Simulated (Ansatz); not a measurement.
# How stiff is this cell of MoS₂?

Cell: an entry of the Crystallography Open Database (COD), ions relaxed with PBE at fixed cell.

```xyz
3
Lattice="1.5815 0.9131 6.1233 -1.5815 0.9131 6.1233 0.0000 -1.8262 6.1233" Properties=species:S:1:pos:R:3 pbc="T T T"
Mo    0.0000    0.0000   -0.0001
S     0.0000    0.0000    4.5612
S     0.0000    0.0000    7.6862
```

Atom numbers follow the list; atoms alike are taken as one site, whose name carries the number of the first.

Computed with Ansatz: DFT, PBE, plane waves and PAW, scalar-relativistic, collinear spin, 420 eV cutoff, Γ-centred 16×16×16 k-points, Fermi–Dirac smearing 0.02 eV. Start moments as typed (μB): 2 on each Mo, none on the rest.

The cell is stretched along z (the third Cartesian axis of the run's cell), x and y held, and the ions relax again each time. Tension counts as positive.

| strain along z (%) | stress along z (GPa) | stress along x (GPa) | gap on the k-mesh (eV) |
| --- | --- | --- | --- |
| -3 | -4.9 | -3.5 | 0.71 |
| -2 | -4.2 | -3.3 | 0.77 |
| -1 | -3.5 | -3.1 | 0.83 |
| 0 | -3.1 | -2.9 | 0.88 |
| +1 | ? | ? | ? |
| +2 | -2.2 | -2.6 | 0.98 |
| +3 | -1.9 | -2.5 | 1.04 |

(1) Estimate the row at +1 % from the others.

Answers

(1) stress along z (GPa): -2.5; stress along x (GPa): -2.7; gap on the k-mesh (eV): 0.93. Worked: parabolas through the other 6 rows give -2.6 and -2.7 GPa at +1 %. Their slopes at zero strain are 50 GPa (the stiffness along z) and 17 GPa (the coupling of z to x). They hold at this cell, where the calculated pressure is 2.9 GPa. The gap opens by 54 meV per per cent of stretch between the rows next to zero strain; the parabola gives 0.93 eV for the withheld row.

PBE gaps are too small, by a third to a half in many semiconductors; their changes with strain are better.

All values belong to this cell and structure model. The start moments die out, and the run ends without spin.
